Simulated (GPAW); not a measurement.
# GaN (P6_3mc) in GPAW: notebook

The runs below take GaN through single point, relaxation of cell and atoms, with PBE, LDA, BP86, revPBE+D3.

Program: GPAW 26.7.0. These are calculated values, not measurements. Logs are shortened: lines on timing, memory, paths and dates and some standing lists are left out, and cuts for length are marked. The log counts tension as positive stress, the text compression.

## (1) Starting point

Symmetry: P6_3mc, No. 186, hexagonal system. The conventional cell has a = 3.180 Å, b = 3.180 Å, c = 5.166 Å, α = 90.00°, β = 90.00°, γ = 120.00°. Ga (site symmetry 3m) is surrounded by 4 N at 1.94 to 1.95 Å. Around N (site symmetry 3m) lie 4 Ga at 1.94 to 1.95 Å.

## (2) Single point, PBE (volume scaled by 0.92)

Input file run.py:

```python
from ase.dft.bandgap import bandgap
from ase.io import write
from ase.spacegroup import crystal
from ase.units import GPa
from gpaw import GPAW, PW

# Ga 2b
# N 2b
atoms = crystal(['Ga', 'N'],
                basis=[[0.6666666667, 0.3333333333, 0.5],
                       [0.6666666667, 0.3333333333, 0.875]],
                spacegroup=186, setting=1,  # P6_3mc
                cellpar=[3.09283247, 3.09283247, 5.02439388, 90.0, 90.0, 120.0],
                primitive_cell=True)

calc = GPAW(mode=PW(600),
            xc='PBE',
            kpts={'size': (8, 8, 5), 'gamma': True},
            occupations={'name': 'fermi-dirac', 'width': 0.01},
            nbands=18,
            convergence={'density': 1e-05, 'energy': 1e-05},
            maxiter=150,
            txt='gpaw.txt')
atoms.calc = calc
energy = atoms.get_potential_energy()
forces = atoms.get_forces()
stress = atoms.get_stress()
calc.write('gs.gpw')
write('result.traj', atoms)
print(f'Energy: {energy:.6f} eV')
print('Forces (eV/A):')
print(forces.round(4))
print('Stress (GPa):', (stress / GPa).round(3))
print('Fermi level:', round(calc.get_fermi_level(), 4), 'eV')
print(f'Gap: {bandgap(calc)[0]:.4f} eV, direct: {bandgap(calc, direct=True)[0]:.4f} eV')
```

Potentials or basis: GPAW PAW data sets (gpaw-data 1.2.1), pw.

Launch:

```bash
$ OMP_NUM_THREADS=1 python run.py
```

gpaw.txt:

```text
__  _  _
 | _ |_)|_||  |
 |__||  | ||/\| - 26.7.0

Input parameters:
  mode=PW(ecut=600.0),
  convergence={'density': 1e-05, 'energy': 1e-05},
  kpts=MonkhorstPack(size=(8, 8, 5), gamma=True),
  maxiter=150,
  nbands=18,
  occupations=Occupations(name='fermi-dirac', width=0.01),
  xc=XC(name='PBE')

Diagonalizing LCAO Hamiltonian
Converting LCAO to pw mode

           N

           Ga
        N

        Ga

Atoms  # Å, Bohr magnetons
|   | symbol |         x |        y |        z |    initial magnetic moments |
|---|--------|-----------|----------|----------|-----------------------------|
| 0 |     Ga |  1.546416 | 0.892824 | 2.512197 | ( 0.0000,  0.0000,  0.0000) |
| 1 |     Ga | -0.000000 | 1.785648 | 0.000000 | ( 0.0000,  0.0000,  0.0000) |
| 2 |      N |  1.546416 | 0.892824 | 4.396345 | ( 0.0000,  0.0000,  0.0000) |
| 3 |      N | -0.000000 | 1.785648 | 1.884148 | ( 0.0000,  0.0000,  0.0000) |

Unit cell  # Å
| periodic |         x |        y |        z |  lengths |     angles |
|----------|-----------|----------|----------|----------|------------|
|      yes |  3.092832 | 0.000000 | 0.000000 | 3.092832 |  90.000000 |
|      yes | -1.546416 | 2.678471 | 0.000000 | 3.092832 |  90.000000 |
|      yes |  0.000000 | 0.000000 | 5.024394 | 5.024394 | 120.000000 |

Number of symmetries: 6
Symmetry operations  # r_c * U_cc + t_c -> r_c
|   | kind |            matrix            |
|---|------|------------------------------|
| 0 |  σ   |  1, 1, 0,  0,-1, 0,  0, 0, 1 |
| 1 |  E   |  1, 0, 0,  0, 1, 0,  0, 0, 1 |
| 2 |  C3  |  0, 1, 0, -1,-1, 0,  0, 0, 1 |
| 3 |  σ   |  0,-1, 0, -1, 0, 0,  0, 0, 1 |
| 4 |  σ   | -1, 0, 0,  1, 1, 0,  0, 0, 1 |
| 5 |  C3  | -1,-1, 0,  1, 0, 0,  0, 0, 1 |

BZ-sampling:
  Number of BZ points: 320
  Number of IBZ points: 40

  Monkhorst-Pack size: [8, 8, 5]
  Monkhorst-Pack shift: [0.0625, 0.0625, 0.0]

K-points  # in reciprocal-cell coordinates
|     |                                coordinates |     weight |
|-----|--------------------------------------------|------------|
|   0 | (  0.00000000,   0.00000000,   0.00000000) | 0.00312500 |
|   1 | (  0.00000000,   0.00000000,   0.20000000) | 0.00625000 |
|   2 | (  0.00000000,   0.00000000,   0.40000000) | 0.00625000 |
|   3 | (  0.12500000,   0.00000000,  -0.40000000) | 0.01875000 |
|   4 | (  0.12500000,   0.00000000,  -0.20000000) | 0.01875000 |
|   5 | (  0.12500000,   0.00000000,   0.00000000) | 0.01875000 |
|   6 | (  0.12500000,   0.00000000,   0.20000000) | 0.01875000 |
|   7 | (  0.12500000,   0.00000000,   0.40000000) | 0.01875000 |
|   8 | (  0.25000000,  -0.12500000,   0.00000000) | 0.01875000 |
|   9 | (  0.25000000,  -0.12500000,   0.20000000) | 0.03750000 |
| ... |                                            |            |
|  39 | (  0.50000000,   0.50000000,   0.40000000) | 0.01875000 |

Plane wave coefficients: 1400
Cutoff: 600.0 eV

Spin-components: 1 (collinear spins)
Bands:           18
Projectors:      20
Spin-degeneracy: 2
Datatype:        complex128

Density:
  Valence electrons: 16.0
  Components: 1
  Grid points: [18 18 30]
  Charge: 0.0  # |e|

Potential:
  Grid points: [18 18 30]

species:
  Ga:
    name:    Gallium
    Z:       31.0
    valence: 3
    core:    28
    charge:  0.0  # [|e|]
    compensation charges:
      type: gauss
      rc: 0.37  # [Å]
      lmax: 2
    cutoffs:
      filter: 2.06  # [Å]
      core: 4.17  # [Å]
    projectors
    | kind |    occ | energy [eV] | rcut [Å] |
    |------|--------|-------------|----------|
    |   4s |  2.000 |      -8.945 |    1.164 |
    |   4p |  1.000 |      -2.580 |    1.164 |
    |    s |        |      18.266 |    1.164 |
    |    p |        |      24.631 |    1.164 |
    |    d |        |       0.000 |    1.164 |

    Using partial waves for Ga as LCAO basis

  N:
    name:    Nitrogen
    Z:       7.0
    valence: 5
    core:    2
    charge:  0.0  # [|e|]
    compensation charges:
      type: gauss
      rc: 0.18  # [Å]
      lmax: 2
    cutoffs:
      filter: 1.11  # [Å]
      core: 0.96  # [Å]
    projectors
    | kind |    occ | energy [eV] | rcut [Å] |
    |------|--------|-------------|----------|
    |   2s |  2.000 |     -18.583 |    0.603 |
    |   2p |  3.000 |      -7.089 |    0.529 |
    |    s |        |       8.629 |    0.603 |
    |    p |        |      20.123 |    0.529 |
    |    d |        |       0.000 |    0.577 |

    Using partial waves for N as LCAO basis

Reference energy: -108732.786066  # eV

eigensolver:
  PPCG
  Converge bands: occupied
  niter=2

density mixing:
  MSR1-Mixer
  Pratt-step length: 0.05
  Maximum mixing coefficient: 0.75
  Old densities: 10
  SVD Regularization: 0.005
  Good broyden scale: 1.0
  Trust region scale: 1.0
  Backstep threshold: 4.0
  History deletion threshold: 6.0
  Fourier metric: weight=20.0, sigma=0.015

occupation numbers:
  Fermi-Dirac:
    width: 0.0100  # eV

poisson solver:
  ecut: 4800.0  # eV

xc functional:
  name: PBE with 2 nearest neighbor stencil

convergence criteria:
- Maximum integral of absolute [dens]ity change: 1e-05 electrons / valence electron
- Maximum [total energy] change in last 3 cyles: 1e-05 eV / valence electron
- Maximum integral of absolute [eigenst]ate change: 4e-08 eV^2 / valence electron
maximum number of iterations: 150

SCF iterations
|iter     | |      energy | eigst |  dens |
|---------|-|-------------|-------|-------|
|iter:   1| |  -27.034847 | -0.24 |       |
|iter:   2| |  -26.042346 | -1.84 | -0.56 |
|iter:   3| |  -23.187672 | -0.48 | -0.62 |
|iter:   4| |  -23.184023 | -2.84 | -1.31 |
|iter:   5| |  -23.185460 | -3.33 | -1.60 |
|iter:   6| |  -23.185468 | -5.45 | -2.86 |
|iter:   7| |  -23.185486c| -6.33 | -3.21 |
|iter:   8| |  -23.185486c| -7.40 | -4.11 |
|iter:   9| |  -23.185486c| -8.00c| -4.40 |
|iter:  10| |  -23.185486c| -8.34c| -5.00 |
|iter:  11| |  -23.185486c| -9.08c| -5.61c|

Converged in 11 steps
Energy contributions relative to reference atoms: (reference = -108732.786066)

Energy contributions:
  Kinetic:         101.104433
  Coulomb:         -86.644218
  Zero:              0.141034
  External:          0.000000
  Xc:              -37.786736
  Entropy:          -0.000000
  Spinorbit:         0.000000
  ----------------------------
  Free energy:     -23.185486
  Extrapolated:    -23.185486

dipole moment: (-0.000022, -0.000039, -11.135621)  # |e|*Ang

Fermi level: 7.803
Eigenvalues  # (at kpt = [0.000, 0.000, 0.000])
| band index |      eig [eV] | occ [0-2] |
|------------|---------------|-----------|
|          0 |        -9.148 |     2.000 |
|          1 |        -6.423 |     2.000 |
|          2 |        -0.054 |     2.000 |
|          3 |         6.453 |     2.000 |
|          4 |         6.453 |     2.000 |
|          5 |         7.561 |     2.000 |
[... 8 lines left out ...]
|         14 |        20.133 |     0.000 |
|         15 |        20.133 |     0.000 |
|        ... |               |           |
|         17 |        23.389 |     0.000 |

Gap: 2.641 eV
Transition (v -> c):
  (s=0, k=0, n=7, [0.00, 0.00, 0.00]) -> (s=0, k=0, n=8, [0.00, 0.00, 0.00])
No difference between direct/indirect transitions

Forces  # eV/Ang
|        x |        y |        z |
|----------|----------|----------|
|  0.00000 |  0.00000 | -0.22171 |  # Ga   0
| -0.00000 |  0.00000 | -0.22172 |  # Ga   1
| -0.00000 |  0.00000 |  0.21938 |  # N    2
|  0.00000 | -0.00000 |  0.21939 |  # N    3

Stress tensor  # eV/Ang^3
|         x |         y |         z |
|-----------|-----------|-----------|
| -0.208249 |  0.000000 |  0.000000 |
|  0.000000 | -0.208249 |  0.000000 |
|  0.000000 |  0.000000 | -0.227821 |

# Writing to gs.gpw (mode='')
```

Run time: 24 s. Hardware: 1 thread of Arm Neoverse V1, shared host; peak memory 0.16 GiB.

What came out:

```yaml
Free_energy: -23.1855 eV
Pressure: 34.4 GPa
Largest_force: 0.222 eV/Å
Band_gap_on_the_k_mesh: 2.64 eV, direct
```

Forces in eV/Å, atoms in the order of the input:
```
Ga   0.000  0.000 -0.222
Ga   0.000  0.000 -0.222
N    0.000  0.000  0.219
N    0.000  0.000  0.219
```

Stress tensor (GPa, compression positive):
```
33.37  0.00  0.00
 0.00 33.37  0.00
 0.00  0.00 36.50
```

Caveat: the cutoff is short for stress and forces, so pressures can be off by a GPa or more.

## (3) Single point, LDA (volume scaled by 1.08)

Input file run.py:

```python
from ase import Atoms
from ase.dft.bandgap import bandgap
from ase.io import write
from ase.units import GPa
from gpaw import GPAW, PW

atoms = Atoms(['Ga', 'Ga', 'N', 'N'],
              cell=[[3.2626341063, 0.0, 0.0],
                    [-1.6313170531, 2.8255240192, 0.0],
                    [0.0, 0.0, 5.3002414443]],
              scaled_positions=[[0.6666666667, 0.3333333333, 0.5],
                                [0.3333333333, 0.6666666667, 0.0],
                                [0.6666666667, 0.3333333333, 0.875],
                                [0.3333333333, 0.6666666667, 0.375]],
              pbc=True)

calc = GPAW(mode=PW(650),
            xc='LDA',
            kpts={'size': (8, 8, 4), 'gamma': True},
            occupations={'name': 'fermi-dirac', 'width': 0.01},
            nbands=18,
            convergence={'density': 1e-05, 'energy': 1e-05},
            maxiter=150,
            txt='gpaw.txt')
atoms.calc = calc
energy = atoms.get_potential_energy()
forces = atoms.get_forces()
stress = atoms.get_stress()
calc.write('gs.gpw')
write('result.traj', atoms)
print(f'Energy: {energy:.6f} eV')
print('Forces (eV/A):')
print(forces.round(4))
print('Stress (GPa):', (stress / GPa).round(3))
print('Fermi level:', round(calc.get_fermi_level(), 4), 'eV')
print(f'Gap: {bandgap(calc)[0]:.4f} eV, direct: {bandgap(calc, direct=True)[0]:.4f} eV')
```

Potentials or basis: the program's PAW data sets (release 1.2.1) made for this functional, pw.

Launch:

```bash
$ OMP_NUM_THREADS=1 python run.py
```

gpaw.txt:

```text
__  _  _
 | _ |_)|_||  |
 |__||  | ||/\| - 26.7.0

Input parameters:
  mode=PW(ecut=650.0),
  convergence={'density': 1e-05, 'energy': 1e-05},
  kpts=MonkhorstPack(size=(8, 8, 4), gamma=True),
  maxiter=150,
  nbands=18,
  occupations=Occupations(name='fermi-dirac', width=0.01),
  xc=XC(name='LDA')

Diagonalizing LCAO Hamiltonian
Converting LCAO to pw mode

           N

        N  Ga

        Ga

Atoms  # Å, Bohr magnetons
|   | symbol |         x |        y |        z |    initial magnetic moments |
|---|--------|-----------|----------|----------|-----------------------------|
| 0 |     Ga |  1.631317 | 0.941841 | 2.650121 | ( 0.0000,  0.0000,  0.0000) |
| 1 |     Ga | -0.000000 | 1.883683 | 0.000000 | ( 0.0000,  0.0000,  0.0000) |
| 2 |      N |  1.631317 | 0.941841 | 4.637711 | ( 0.0000,  0.0000,  0.0000) |
| 3 |      N | -0.000000 | 1.883683 | 1.987591 | ( 0.0000,  0.0000,  0.0000) |

Unit cell  # Å
[... 157 lines left out ...]
Energy contributions relative to reference atoms: (reference = -108557.861093)

Energy contributions:
  Kinetic:          44.209498
  Coulomb:         -39.793269
  Zero:              0.139551
  External:          0.000000
  Xc:              -32.071206
  Entropy:          -0.000000
  Spinorbit:         0.000000
  ----------------------------
  Free energy:     -27.515426
  Extrapolated:    -27.515426

dipole moment: (-0.000024, -0.000041, -12.058870)  # |e|*Ang

Fermi level: 5.489
Eigenvalues  # (at kpt = [0.000, 0.000, 0.000])
| band index |      eig [eV] | occ [0-2] |
|------------|---------------|-----------|
|          0 |        -9.950 |     2.000 |
|          1 |        -7.774 |     2.000 |
|          2 |        -1.394 |     2.000 |
|          3 |         4.333 |     2.000 |
|          4 |         4.333 |     2.000 |
|          5 |         5.247 |     2.000 |
[... 8 lines left out ...]
|         14 |        16.398 |     0.000 |
|         15 |        16.398 |     0.000 |
|        ... |               |           |
|         17 |        20.090 |     0.000 |

Gap: 1.556 eV
Transition (v -> c):
  (s=0, k=0, n=7, [0.00, 0.00, 0.00]) -> (s=0, k=0, n=8, [0.00, 0.00, 0.00])
No difference between direct/indirect transitions

Forces  # eV/Ang
|        x |        y |        z |
|----------|----------|----------|
| -0.00000 |  0.00000 | -0.13789 |  # Ga   0
|  0.00000 | -0.00000 | -0.13792 |  # Ga   1
| -0.00000 |  0.00000 |  0.13778 |  # N    2
|  0.00000 |  0.00000 |  0.13782 |  # N    3

Stress tensor  # eV/Ang^3
|         x |         y |         z |
|-----------|-----------|-----------|
|  0.094578 | -0.000000 |  0.000000 |
| -0.000000 |  0.094578 | -0.000000 |
|  0.000000 | -0.000000 |  0.084736 |

# Writing to gs.gpw (mode='')
```

stdout:

```text
Energy: -27.515426 eV
Forces (eV/A):
[[-0.      0.     -0.1379]
 [ 0.     -0.     -0.1379]
 [-0.      0.      0.1378]
 [ 0.      0.      0.1378]]
Stress (GPa): [15.153 15.153 13.576 -0.     0.    -0.   ]
Fermi level: 5.4887 eV
Gap: 1.5564 eV, direct: 1.5564 eV
```

It took 16 s on 1 thread of Arm Neoverse V1, shared host; peak memory 0.19 GiB.

What came out:

```
Free energy            : -27.5154 eV
Pressure               : -14.6 GPa
Largest force          : 0.138 eV/Å
Band gap on the k mesh : 1.56 eV, direct
```

Forces on the atoms (eV/Å):
```
Ga   0.000  0.000 -0.138
Ga   0.000  0.000 -0.138
N    0.000  0.000  0.138
N    0.000  0.000  0.138
```

Caveat: the cutoff is short for stress and forces, so pressures can be off by a GPa or more.

(Part 1 of 2 ends here.)
